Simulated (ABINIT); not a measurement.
Crystal: I.

```
CELL_PARAMETERS angstrom
0.00000 2.36560 3.90984
2.19225 0.00000 3.90984
2.19225 2.36560 0.00000
ATOMIC_POSITIONS crystal
I 0.00000 0.00000 0.00000
```

Program: ABINIT 10.8.3 (patched build). Alike in all runs: potentials or basis JTH PAW PBE v2.0; no spin polarisation; cell as given; smearing fermi-dirac 0.05 eV. Hardware: 1 thread of Arm Neoverse V1, with other jobs on the host.

Question: Order these runs on this cell by their wall time, lowest first.
A. task single point; level PBE; k mesh 7 × 7 × 7; cutoff (eV) 408; fine-grid cutoff 816.342 eV
B. task band structure; level PBE; k mesh 9 × 9 × 9; cutoff (eV) 408; fine-grid cutoff 816.342 eV
C. task band structure; level SCAN; k mesh 9 × 9 × 9; cutoff (eV) 490; fine-grid cutoff 979.61 eV

Answer: A (14 s), B (100 s), C (480 s).

Caveats: an odd number of electrons without spin polarisation forces a metal; a magnetic or distorted state may lie lower.
